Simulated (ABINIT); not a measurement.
I:

```xyz
4
Lattice="3.6350 -2.3950 0.0000 3.6350 2.3950 0.0000 0.0000 0.0000 9.7934" Properties=species:S:1:pos:R:3 pbc="T T T"
I     3.6350   -0.7152    3.7646
I     3.6350    1.6799    1.1321
I     3.6350    0.7152    6.0288
I     3.6350   -1.6799    8.6613
```

Program: ABINIT 10.8.3 (patched build). Alike in all runs: no spin polarisation; cell as given; cutoff (eV) 408; smearing fermi-dirac 0.05 eV. Hardware: 1 thread of Arm Neoverse V2, with other jobs on the host.

**Question.** Order these runs on this cell by their wall time, lowest first.
A. task band structure; level revPBE; potentials or basis JTH PAW PBE v2.0; k mesh 7 × 7 × 3
B. task single point; level LDA; potentials or basis JTH PAW LDA v2.0; k mesh 4 × 4 × 2
C. task single point; level PBEsol; potentials or basis JTH PAW PBE v2.0; k mesh 6 × 6 × 2

**Answer.** B (16 s), C (41 s), A (180 s).

Runs at the PBE level aren't shown here.
